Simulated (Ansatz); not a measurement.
Crystal: TiB2.

```
Ti B
1.0
     3.02920    0.00000    0.00000
    -1.51460    2.62336    0.00000
     0.00000    0.00000    3.22840
Ti B
1 2
Direct
  0.00000 0.00000 0.00000
  0.66667 0.33333 0.50000
  0.33333 0.66667 0.50000
```

Base run:

* Program: Ansatz 0.2.0
* Functional: LDA
* Potentials or basis: Ansatz PAW
* Cutoff: 420 eV (not typed: the program's choice for these potentials)
* k mesh: 10 × 10 × 8
* Occupations: fermi-dirac, width 0.05 eV
* Spin: no spin polarisation
* Hubbard terms: Ti d U = 8 eV

Its results: band gap on the k mesh none (metal or under the smearing width); pressure -3.4 GPa.

Task: The run is repeated on the same cell with these changes: hubbard terms from Ti d U = 8 eV to Ti d U = 6 eV. What comes out?

Result: Band gap on the k mesh none (metal or under the smearing width); pressure -5.7 GPa.

Caveats: U without spin polarisation on a metal has little footing; the PAW data sets come from PBE, with cores solved anew for the run's functional, which leaves a small shift of forces and pressure; the U is typed as a test and isn't derived for this compound; the density of states is complete only up to the lowest level of the last band computed.
